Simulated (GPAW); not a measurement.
# Pt (P-1) in GPAW: reference runs

Reference runs on Pt: the cell as given.

Program: GPAW 26.7.0. These are calculated values, not measurements. Logs are shortened: lines on timing, memory, paths and dates and some standing lists are left out, and cuts for length are marked. The log counts tension as positive stress, the text compression.

### 1 The cell of the first run

The typed cell holds 1 atom: a = 2.743 Å, b = 2.761 Å, c = 2.721 Å, α = 109.34°, β = 109.59°, γ = 109.30°.

This isn't the form of Pt at room conditions, which is fcc.

### 2 Single point, PBE (cell sheared at random, sigma 0.01, atoms nudged by 0.01 Å)

Contents of run.py:

```python
from ase import Atoms
from ase.dft.bandgap import bandgap
from ase.io import write
from ase.units import Bohr, GPa
from gpaw import GPAW, PW
from gpaw.elf import elf_from_dft_calculation

atoms = Atoms(['Pt'],
              cell=[[-1.5821724, 1.58498199, 1.58465529],
                    [1.60291519, -1.57977957, 1.60019566],
                    [1.56748235, 1.56508952, -1.57945287]],
              scaled_positions=[[0.0, 0.0, 0.0]],
              pbc=True)

calc = GPAW(mode=PW(600),
            xc='PBE',
            kpts={'size': (12, 12, 12), 'gamma': True},
            occupations={'name': 'fermi-dirac', 'width': 0.05},
            nbands=17,
            convergence={'density': 1e-05, 'energy': 1e-05},
            maxiter=150,
            txt='gpaw.txt')
atoms.calc = calc
energy = atoms.get_potential_energy()
forces = atoms.get_forces()
stress = atoms.get_stress()
calc.write('gs.gpw')
write('result.traj', atoms)
print(f'Energy: {energy:.6f} eV')
print('Forces (eV/A):')
print(forces.round(4))
print('Stress (GPa):', (stress / GPa).round(3))
print('Fermi level:', round(calc.get_fermi_level(), 4), 'eV')
print(f'Gap: {bandgap(calc)[0]:.4f} eV, direct: {bandgap(calc, direct=True)[0]:.4f} eV')

# fields on the real-space grid
write('density.cube', atoms, data=calc.get_pseudo_density() * Bohr**3)
write('potential.cube', atoms, data=calc.get_electrostatic_potential())
write('elf.cube', atoms, data=elf_from_dft_calculation(calc).data)
```

Potentials or basis: GPAW PAW data sets (gpaw-data 1.2.1), pw.

Launch:

```
$ OMP_NUM_THREADS=1 python run.py
```

gpaw.txt:

```text
__  _  _
 | _ |_)|_||  |
 |__||  | ||/\| - 26.7.0

Input parameters:
  mode=PW(ecut=600.0),
  convergence={'density': 1e-05, 'energy': 1e-05},
  kpts=MonkhorstPack(size=(12, 12, 12), gamma=True),
  maxiter=150,
  nbands=17,
  occupations=Occupations(name='fermi-dirac', width=0.05),
  xc=XC(name='PBE')

Diagonalizing LCAO Hamiltonian
Converting LCAO to pw mode

       Pt

Atoms  # Å, Bohr magnetons
|   | symbol |        x |        y |        z |    initial magnetic moments |
|---|--------|----------|----------|----------|-----------------------------|
| 0 |     Pt | 0.000000 | 0.000000 | 0.000000 | ( 0.0000,  0.0000,  0.0000) |

Unit cell  # Å
| periodic |         x |         y |         z |  lengths |     angles |
|----------|-----------|-----------|-----------|----------|------------|
|      yes | -1.582172 |  1.584982 |  1.584655 | 2.743459 | 109.335331 |
|      yes |  1.602915 | -1.579780 |  1.600196 | 2.761461 | 109.588569 |
|      yes |  1.567482 |  1.565090 | -1.579453 | 2.720511 | 109.302318 |

Number of symmetries: 2
Symmetry operations  # r_c * U_cc + t_c -> r_c
|   | kind |            matrix            |
|---|------|------------------------------|
| 0 |  E   |  1, 0, 0,  0, 1, 0,  0, 0, 1 |
| 1 |  i   | -1, 0, 0,  0,-1, 0,  0, 0,-1 |

BZ-sampling:
  Number of BZ points: 1728
  Number of IBZ points: 868

  Monkhorst-Pack size: [12, 12, 12]
  Monkhorst-Pack shift: [0.041666666666666664, 0.041666666666666664, 0.041666666666666664]

K-points  # in reciprocal-cell coordinates
|     |                                coordinates |     weight |
|-----|--------------------------------------------|------------|
|   0 | ( -0.00000000,  -0.00000000,  -0.00000000) | 0.00057870 |
|   1 | ( -0.00000000,  -0.00000000,   0.08333333) | 0.00115741 |
|   2 | ( -0.00000000,  -0.00000000,   0.16666667) | 0.00115741 |
|   3 | ( -0.00000000,  -0.00000000,   0.25000000) | 0.00115741 |
|   4 | ( -0.00000000,  -0.00000000,   0.33333333) | 0.00115741 |
|   5 | ( -0.00000000,  -0.00000000,   0.41666667) | 0.00115741 |
|   6 | ( -0.00000000,  -0.00000000,   0.50000000) | 0.00057870 |
|   7 | ( -0.00000000,   0.08333333,  -0.41666667) | 0.00115741 |
|   8 | ( -0.00000000,   0.08333333,  -0.33333333) | 0.00115741 |
|   9 | ( -0.00000000,   0.08333333,  -0.25000000) | 0.00115741 |
| ... |                                            |            |
| 867 | (  0.50000000,   0.50000000,   0.50000000) | 0.00057870 |

Plane wave coefficients: 547
Cutoff: 600.0 eV

Spin-components: 1 (collinear spins)
Bands:           17
Projectors:      6
Spin-degeneracy: 2
Datatype:        complex128

Parallelization:
  kpt:    1
  domain: 1
  band:   1

Density:
  Valence electrons: 16.0
  Components: 1
  Grid points: [16 16 16]
  Charge: 0.0  # |e|

Potential:
  Grid points: [16 16 16]

species:
  Pt:
    name:    Platinum
    Z:       78.0
    valence: 16
    core:    62
    charge:  0.0  # [|e|]
    compensation charges:
      type: gauss
      rc: 0.41  # [Å]
      lmax: 2
    cutoffs:
      filter: 2.26  # [Å]
      core: 2.26  # [Å]
    projectors
    | kind |    occ | energy [eV] | rcut [Å] |
    |------|--------|-------------|----------|
    |   6s |  1.000 |      -5.628 |    1.307 |
    |   5p |  6.000 |     -56.051 |    1.371 |
    |   6p |  0.000 |      -0.845 |    1.371 |
    |   5d |  9.000 |      -6.153 |    1.307 |
    |    s |        |      21.583 |    1.307 |
    |    d |        |      21.058 |    1.307 |

    Using partial waves for Pt as LCAO basis

Reference energy: -500375.362767  # eV

eigensolver:
  PPCG
  Converge bands: occupied
  niter=2

density mixing:
  MSR1-Mixer
  Pratt-step length: 0.05
  Maximum mixing coefficient: 0.75
  Old densities: 10
  SVD Regularization: 0.005
  Good broyden scale: 1.0
  Trust region scale: 1.0
  Backstep threshold: 4.0
  History deletion threshold: 6.0
  Fourier metric: weight=20.0, sigma=0.015

occupation numbers:
  Fermi-Dirac:
    width: 0.0500  # eV

poisson solver:
  ecut: 4800.0  # eV

xc functional:
  name: PBE with 2 nearest neighbor stencil

convergence criteria:
- Maximum integral of absolute [dens]ity change: 1e-05 electrons / valence electron
- Maximum [total energy] change in last 3 cyles: 1e-05 eV / valence electron
- Maximum integral of absolute [eigenst]ate change: 4e-08 eV^2 / valence electron
maximum number of iterations: 150

SCF iterations
|iter     | |      energy | eigst |  dens |
|---------|-|-------------|-------|-------|
|iter:   1| |   -6.764460 | +0.01 |       |
|iter:   2| |   -6.679715 | -2.98 | -1.21 |
|iter:   3| |   -6.362301 | -2.25 | -1.26 |
|iter:   4| |   -6.360871 | -3.79 | -2.26 |
|iter:   5| |   -6.361019 | -3.49 | -2.50 |
|iter:   6| |   -6.361028c| -5.88 | -3.58 |
|iter:   7| |   -6.361032c| -6.25 | -3.78 |
|iter:   8| |   -6.361032c| -7.53c| -4.88 |
|iter:   9| |   -6.361032c| -8.06c| -5.41c|

Converged in 9 steps
Energy contributions relative to reference atoms: (reference = -500375.362767)

Energy contributions:
  Kinetic:          -8.338380
  Coulomb:           6.210487
  Zero:             -0.546513
  External:          0.000000
  Xc:               -3.683421
  Entropy:          -0.006408
  Spinorbit:         0.000000
  ----------------------------
  Free energy:      -6.364235
  Extrapolated:     -6.361032

dipole moment: (-5.411743, -5.350637, -5.470258)  # |e|*Ang

Fermi level: 10.839
Eigenvalues  # (at kpt = [-0.000, -0.000, -0.000])
| band index |      eig [eV] | occ [0-2] |
|------------|---------------|-----------|
|          0 |       -41.263 |     2.000 |
|          1 |       -41.261 |     2.000 |
|          2 |       -41.257 |     2.000 |
|          3 |         1.581 |     2.000 |
|          4 |         7.367 |     2.000 |
|          5 |         7.495 |     2.000 |
|          6 |         7.613 |     2.000 |
|          7 |         9.861 |     2.000 |
|          8 |         9.958 |     2.000 |
|          9 |        28.257 |     0.000 |
|         10 |        28.506 |     0.000 |
|         11 |        28.626 |     0.000 |
|         12 |        37.706 |     0.000 |
|         13 |        37.802 |     0.000 |
|         14 |        38.599 |     0.000 |
|         15 |        38.974 |     0.000 |
|         16 |        39.330 |     0.000 |

No gap
No difference between direct/indirect transitions

Forces  # eV/Ang
|       x |       y |       z |
|---------|---------|---------|
| 0.00000 | 0.00000 | 0.00000 |  # Pt   0

Stress tensor  # eV/Ang^3
|         x |         y |        z |
|-----------|-----------|----------|
|  0.010220 | -0.008417 | 0.011982 |
| -0.008417 |  0.012152 | 0.003455 |
|  0.011982 |  0.003455 | 0.008585 |

# Writing to gs.gpw (mode='')
```

Wall time 1.9 min (1 thread of Arm Neoverse V1, shared host); peak memory 0.33 GiB.

What came out:

- Free energy: -6.3642 eV
- Pressure: -1.7 GPa
- Band gap on the k mesh: none (metal or under the smearing width)

Stress tensor (GPa, compression positive):
```
-1.64  1.35 -1.92
 1.35 -1.95 -0.55
-1.92 -0.55 -1.38
```

Spin-orbit coupling is left out, which matters for the levels of Pt.
